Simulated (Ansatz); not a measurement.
An Ansatz input:

```yaml
crystal:
  lattice:
    - [-1.9330550445, 1.5887445459, 1.4186694837]
    - [1.5887445459, -1.9330550445, 1.4186694837]
    - [3.6794969081, 3.6794969081, -2.0492747924]
  atoms:
    - { symbol: Ag, position: [0.958132099, 0.041867901, 1.0] }
    - { symbol: Ag, position: [0.791867901, 0.208132099, 0.5] }
hamiltonian:
  xc: pbe
  pseudopotentials:
    kind: paw
    azcp:
      Ag: "pseudopotentials/Ag.paw.azcp"
basis:
  ecutwfc: 420
  fft_grid_basis: typed
kpoints:
  mp_grid: { grid: [16, 16, 8], shift: [0, 0, 0] }
magnetization:
  spin_polarized: false
scf:
  occupations: { method: fermi_dirac, width: 0.1 }
  lower_state_search: "off"
output:
  stress: true
```

Output

```
Engine: ansatz 0.2.0, x86_64-unknown-linux-gnu
Pseudopotentials: kind: paw
Pseudopotential: Ag, paw, valence charge 19, recommended cutoff 420 eV (normal) 
Functional definition: PBE
  parameter kappa = 0.804
  parameter beta = 0.06672455060314922
  exchange = pbe_x(kappa = kappa, mu = beta*pi^2/3)
  correlation = pbe_c(beta = beta)
Crystal: 2 atoms, lattice volume = 34.283 Å³
Basis set: ecut = 420 eV, 679 PW (Γ)
Bands: 23, of which v1, the nominal top of the filled ones, is band 19 counted from 1 (18 counted from 0)
Symmetry: 4 space group operations
Space group: C2/c (ITA 15), of the structure as read, at distance tolerance 3.2e-5 Å
k-points: 554 of 2048
Non-local potential: Ag, projectors of the file, l = 0: 3, l = 1: 2, l = 2: 2, l = 3: 1
PAW form: soft (Blöchl's): semilocal exchange-correlation on the pseudo side does not see the compensation charge
PAW one-centre angular grid: Ag, 590 points (default); XC on 64 Gauss nodes
Initial density: superposition of atomic densities (neutral atoms: chi_scale 0, normalization atom), corrected by the library's trained network
Initial wavefunctions: pseudopotential atomic-orbital guess
Functional: x = pbe(κ = 0.804, μ = 0.2195149727645171), c = pbe(β = 0.06672455060314922)
SCF iter   1: F=—  HF=-15181.084844 eV  |F-HF|=—  |Δ(HF+E_count)|=         —  Δρ=1.28e-3  dr2=1.71e-4  ethr=1.77e-3  ⟨swp⟩=4.5  Hψ=46610  notcnv=0
SCF iter   2: F=—  HF=-15181.085625 eV  |F-HF|=—  |Δ(HF+E_count)|=   7.80e-4  Δρ=7.47e-4  dr2=5.63e-5  ethr=4.50e-7  ⟨swp⟩=2.5  Hψ=28645  notcnv=0
SCF iter   3: F=—  HF=-15181.085757 eV  |F-HF|=—  |Δ(HF+E_count)|=   1.32e-4  Δρ=9.10e-5  dr2=1.56e-6  ethr=1.48e-7  ⟨swp⟩=2.0  Hψ=18681  notcnv=0
SCF iter   4: F=—  HF=-15181.085758 eV  |F-HF|=—  |Δ(HF+E_count)|=   1.44e-6  Δρ=2.67e-5  dr2=1.37e-7  ethr=4.10e-9  ⟨swp⟩=2.0  Hψ=18805  notcnv=0
iter 5 did not close the SCF: its close was put off for the readings that it lacked (scf_convergence_deferred on its scf_iter line)
SCF iter   5: F=-15181.085758 eV  HF=-15181.085758 eV  |F-HF|=2.00e-9  |Δ(HF+E_count)|=   8.03e-8  Δρ=5.62e-6  dr2=1.15e-8  ethr=3.60e-10  ⟨swp⟩=2.0  Hψ=18841  notcnv=0
SCF iter   6: F=-15181.085758 eV  HF=-15181.085758 eV  |F-HF|=1.53e-10  |Δ(HF+E_count)|=  6.38e-10  Δρ=1.23e-6  dr2=3.67e-10  ethr=3.02e-11  ⟨swp⟩=1.7  Hψ=38183  notcnv=0
SCF 1 converged in 6 iterations: F = -15181.085758 eV  dr2 = 3.67e-10
SCF converged after 6 iterations
Free energy (F): -15181.085758 eV
Harris-Foulkes:  -15181.085758 eV  (|F-HF|=1.53e-10)
Internal energy: -15181.065859 eV  (E = F + TS)
E sigma→0 (E₀):  -15181.075809 eV
Entropy (-TS):   -0.019899 eV (-9.949 meV/atom)
Fermi energy:    17.241895 eV
--- Per-component energies (eV) ---
  E_band       = -471.751781
  E_kinetic    = 1055.130456
  E_local      = -4405.243298  (includes V_loc(G=0)·N_el)
  E_nonlocal   = 159.822265
  E_hartree    = 2005.806588
  E_xc         = -370.110862
  E_vxc        = -470.319967  (∫ρ·V_xc dr)
  E_paw        = -7803.866229  (= ΣΔE_a)
  E_vpaw       = -822.755314  (= ΣTr[D̂ρ^β])
  E_aug_tail   = 0.000655  (compensation charges beyond the density's cutoff)
  E_ewald      = -5822.605435
  E_smearing   = -0.019899  (= −TS)
  E_closure    = 0.000000  (closes the sum)
  Σ components = -15181.085758   (vs F -15181.085758, Δ=0.00e0)
--- Stress (GPa, compression-positive) ---
        4.209220      -0.695903      -0.090141
       -0.695903       4.209220      -0.090141
       -0.090141      -0.090141       4.875176
  P = ⅓ Tr σ = 4.4312 GPa (44.312 kbar)
```

Command:

```sh
ansatz run input.yaml --threads 1 --pin off --max-ram 3584MiB --backend cpu --events-out ev --progress --plain --runs-dir out
```

On 1 thread of Intel(R) Xeon(R) Platinum 8259CL CPU @ 2.50GHz (Skylake/Cascade Lake) (shared host) this took about 27 s of wall time and 26 s of CPU time.
